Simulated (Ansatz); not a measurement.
GeTe (alpha-GeTe type, space group R3m)

```
GeTe
1.0
    2.11355     1.22026     3.64003
   -2.11355     1.22026     3.64003
    0.00000    -2.44052     3.64003
Ge Te
1 1
Direct
  0.23425   0.23425   0.23425
  0.76575   0.76575   0.76575
```

The volume is varied about the relaxed value V₀ at fixed cell shape. The atoms relax within the cell's symmetry.

Computed with PBE (plane waves to 420 eV, PAW, scalar-relativistic; Ansatz, a program for electronic structure). k mesh 10×10×10 (Γ-centred), Fermi-Dirac smearing 0.05 eV. Energies are smeared free energies. Stress and pressure are positive under compression. With the shape held, the modulus is that of even scaling; a crystal free to change shape is softer. GeTe was relaxed with its symmetry unable to fall. Spin-orbit coupling is left out, though Te is heavy. The PAW data are Ansatz's earlier set. ΔE is measured from the relaxed starting cell. The last digit holds for this mesh only.

```csv
V (Å³/atom),ΔE (meV/atom)
23.658,111.8
24.559,66.8
25.460,35.0
26.361,14.5
27.263,3.4
28.164,0.0
29.065,3.0
29.966,11.2
30.868,23.8
31.769,withheld
32.670,59.0
```

Fit a third-order Birch-Murnaghan form (E₀, V₀, B₀, B₀′ free) to the given rows and predict ΔE at V = 31.769.

Least squares on the 10 given rows: ΔE = E₀ + (9V₀B₀/16)·y²·[2 + (B₀′ − 4)y], y = (V₀/V)^(2/3) − 1, with V₀ = 28.171 Å³/atom, B₀ = 35.19 GPa (160.2 GPa = 1 eV/Å³; the term in eV is multiplied by 1000), B₀′ = 4.89, E₀ = 0.04 meV/atom; root-mean-square residual 0.08 meV/atom. At 31.769 the fit gives 39.9 meV/atom; the calculation gives 39.9 meV/atom, the same to the digits shown. For the pressure the fit gives -3.2 GPa against the computed -3.1 GPa.

(A scan under strain: stresses follow from slopes of the energy per volume, elastic moduli from its curvatures.)
